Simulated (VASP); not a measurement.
Here is a VASP 6.6.1 calculation.

The input INCAR:

```
ALGO = Normal ; EDIFF = 1E-7
EDIFFG = -0.005 ; ENCUT = 600
GGA = PE ; IBRION = 2
ISIF = 3 ; ISMEAR = 0
LASPH = True ; LCHARG = False
LREAL = False ; LWAVE = False
NELM = 60 ; NSW = 90
PREC = Accurate ; SIGMA = 0.1
```

The input KPOINTS:

```
k-points
0
Gamma
  18 18 18
```

File POSCAR:

```
Pd
1.0
    0.0000000000      1.9586507900      1.9586507900
    1.9586507900      0.0000000000      1.9586507900
    1.9586507900      1.9586507900      0.0000000000
Pd
1
Direct
    0.0000000000      0.0000000000      0.0000000000
```

Potentials or basis: VASP PAW PBE potentials, release 64 (Pd).

Run with:

```bash
$ cat potpaw_PBE.64/Pd/POTCAR > POTCAR
$ mpirun -np 1 vasp_std > vasp.out
```

Q: Estimate the band gap on the k mesh.

A: None (metal or under the smearing width).

Q: What does it give for the space group after relaxing (to 0.05 Å)?

A: Fm-3m (No. 225).

Final structure:
```cif
data_structure
_symmetry_space_group_name_H-M 'P 1'
_symmetry_Int_Tables_number 1
_cell_length_a 2.7857
_cell_length_b 2.7857
_cell_length_c 2.7857
_cell_angle_alpha 60.000
_cell_angle_beta 60.000
_cell_angle_gamma 60.000
_cell_volume 15.29
loop_
_atom_site_label
_atom_site_type_symbol
_atom_site_fract_x
_atom_site_fract_y
_atom_site_fract_z
_atom_site_occupancy
Pd1 Pd 0.00000 0.00000 0.00000 1
```
